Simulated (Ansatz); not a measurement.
## SnO: relaxation of cell and atoms with PBE0

SnO:

```
Sn O
1.0
     3.81370    0.00000    0.00000
     0.00000    3.81370    0.00000
     0.00000    0.00000    4.88691
Sn O
2 2
Direct
  0.50000 0.00000 0.76463
  0.00000 0.50000 0.23537
  0.00000 0.00000 0.00000
  0.50000 0.50000 0.00000
```

The cell is a database's computed one.

| Quantity | Value |
| --- | --- |
| Program | Ansatz 0.2.0 |
| Task | relaxation of cell and atoms |
| Functional | PBE0 |
| Potentials or basis | Ansatz PAW |
| Cutoff | 420 eV (not typed: the program's choice for these potentials) |
| k mesh | 4 × 4 × 3 |
| Occupations | fermi-dirac, width 0.05 eV |
| Spin | no spin polarisation |

```json
{
 "Relaxed volume": "18.19 Å³/atom",
 "Relaxed cell": "a = 3.801 Å, b = 3.801 Å, c = 5.037 Å, α = 90.00°, β = 90.00°, γ = 90.00°",
 "Space group after relaxing (to 0.05 Å)": "P4/nmm (No. 129)",
 "Energy gained by relaxing": "2.1 meV/atom",
 "Ionic steps": "9",
 "Pressure after relaxing": "0.0 GPa",
 "Band gap on the k mesh": "1.42 eV, indirect (least direct gap 3.33 eV)"
}
```

The path:
| step | energy change (eV) | largest force (eV/Å) | volume (Å³) |
| --- | --- | --- | --- |
| 1 | 0.0000 | 0.2694 | 71.08 |
| 2 | -0.0048 | 0.0172 | 71.73 |
| 3 | -0.0050 | 0.0287 | 72.12 |
| 4 | -0.0049 | 0.0000 | 72.28 |
| 5 | -0.0080 | 0.0003 | 72.28 |
| 6 | -0.0075 | 0.0006 | 72.57 |
| 7 | -0.0083 | 0.0012 | 72.57 |
| 8 | -0.0080 | 0.0007 | 72.76 |
| 9 | -0.0082 | 0.0004 | 72.76 |

Final structure:
```xyz
4
Lattice="3.8006 0.0000 0.0000 0.0000 3.8006 0.0000 0.0000 0.0000 5.0374" Properties=species:S:1:pos:R:3 pbc="T T T"
Sn    1.9003    0.0000    3.8919
Sn    0.0000    1.9003    1.1456
O     0.0000    0.0000    0.0000
O     1.9003    1.9003    0.0000
```

Levels at points of the mesh, in eV from the valence-band top:
```tsv
k point	band 17	band 18	band 19	band 20	band 21
(0.00, 0.00, 0.00)	-4.46	-4.14	-4.14	0.00	3.33
(0.00, -0.50, 0.00)	-5.95	-5.95	-3.11	-3.11	4.35
(-0.50, -0.50, 0.00)	-3.42	-3.42	-2.20	-2.20	1.42
```

Wall time 2.5 min on 2 threads of Arm Neoverse V1, on a shared host, peak memory 1 GiB.

Caveat: the k mesh is coarse (spacing up to 0.43 Å⁻¹), so the values aren't converged, least of all with exact exchange; odd divisions of the mesh miss points on the zone boundary, where band edges often lie, so the gap on the mesh can be too wide; the plane-wave basis is chosen anew once the cell has moved, so the energies of steps on either side of that aren't comparable; the pressure holds a Pulay correction of +0.4 GPa for the finite cutoff; spin-orbit coupling is left out, which moves the levels of the heavy elements; the PAW data sets come from PBE, with cores solved anew for the run's functional, which leaves a small shift of forces and pressure. A k mesh can miss the band edges.
